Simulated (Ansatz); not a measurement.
## Ta4N5: pressure against volume

Ta4N5, I4/m, a = 6.826 Å, c = 4.254 Å. The structure is a Materials Project entry; whether it is the stable form wasn't checked. Ansatz: PBEsol, PAW, 420 eV, Γ-centred 10×10×10 mesh on 9 atoms, Gaussian smearing 0.10 eV; no spin polarisation. Shape and atoms are relaxed at each volume; pressure is positive in compression.

| V (Å³/atom) | P (GPa) |
| --- | --- |
| 9.689 | ? |
| 10.019 | 35.56 |
| 10.349 | 21.85 |
| 10.680 | 10.08 |
| 11.010 | 0.00 |
| 11.340 | -8.63 |
| 11.671 | -15.98 |
| 12.111 | -24.07 |

Question: Take V0 = 11.010 Å³/atom, fit the third-order Birch–Murnaghan form to the other rows, and predict the missing pressure.

Answer: With the Eulerian strain f = ½[(V0/V)^(2/3) − 1] and y = P/[3f(1 + 2f)^(5/2)], the form is the line y = B0 + 1.5 B0 (B0′ − 4) f. Rows (f, y): 0.03245, 312.1; 0.02107, 311.8; 0.01025, 311.6; -0.00975, 309.9; -0.01906, 308.0; -0.03078, 305.5. Means f = 0.0006967, y = 309.82; Σ(Δf)² = 0.003005, ΣΔfΔy = 0.3008; the slope is their ratio. y = 309.7 + 100.1 f GPa, so B0 = 309.7 GPa and B0′ = 4 + 2 × (100.1)/(3 × 309.7) = 4.22. At V = 9.689, f = 0.04447, y = 314.15 and P = 51.86 GPa. The run gave 51.52 GPa, so the fit is 0.34 GPa too high, a small miss on the scale of the series.

The cell has an odd number of electrons and ran without spin polarisation, so a magnetic or disproportionated state may lie lower. Spin–orbit coupling is left out, which can shift energies with elements as heavy as these.